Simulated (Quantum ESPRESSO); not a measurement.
A run of Quantum ESPRESSO 7.5 is set up as follows.

Contents of scf.in:

```
&CONTROL
  calculation = 'scf'
  prefix = 'pwscf'
  outdir = './tmp'
  pseudo_dir = './pseudo'
/
&SYSTEM
  ibrav = 0
  nat = 1
  ntyp = 1
  ecutwfc = 40
  nbnd = 6
  occupations = 'smearing'
  smearing = 'fd'
  degauss = 0.00367493
  force_symmorphic = .true.
/
&ELECTRONS
  conv_thr = 2d-10
  electron_maxstep = 120
  mixing_beta = 0.5
/
ATOMIC_SPECIES
Al    26.9815 Al.upf
CELL_PARAMETERS angstrom
   0.0000000000    2.0248050000    2.0248050000
   2.0248050000    0.0000000000    2.0248050000
   2.0248050000    2.0248050000    0.0000000000
ATOMIC_POSITIONS crystal
Al     0.0000000000    0.0000000000    0.0000000000
K_POINTS automatic
20 20 20 0 0 0
```

nscf.in

```
&CONTROL
  calculation = 'nscf'
  prefix = 'pwscf'
  outdir = './tmp'
  pseudo_dir = './pseudo'
/
&SYSTEM
  ibrav = 0
  nat = 1
  ntyp = 1
  ecutwfc = 40
  nbnd = 32
  occupations = 'smearing'
  smearing = 'fd'
  degauss = 0.00367493
  force_symmorphic = .true.
/
&ELECTRONS
  conv_thr = 1d-08
  diago_full_acc = .true.
  diago_thr_init = 1d-06
/
ATOMIC_SPECIES
Al    26.9815 Al.upf
CELL_PARAMETERS angstrom
   0.0000000000    2.0248050000    2.0248050000
   2.0248050000    0.0000000000    2.0248050000
   2.0248050000    2.0248050000    0.0000000000
ATOMIC_POSITIONS crystal
Al     0.0000000000    0.0000000000    0.0000000000
K_POINTS automatic
20 20 20 0 0 0
```

Potentials or basis: PseudoDojo 0.4.1 SR PBEsol standard.

Run with:

```sh
$ OMP_NUM_THREADS=1 pw.x -in scf.in > scf.out
$ OMP_NUM_THREADS=1 pw.x -in nscf.in > nscf.out
```

(1) What does it give for the band gap on the k mesh, mean-field level?

Answers

(1) none (metal or under the smearing width).
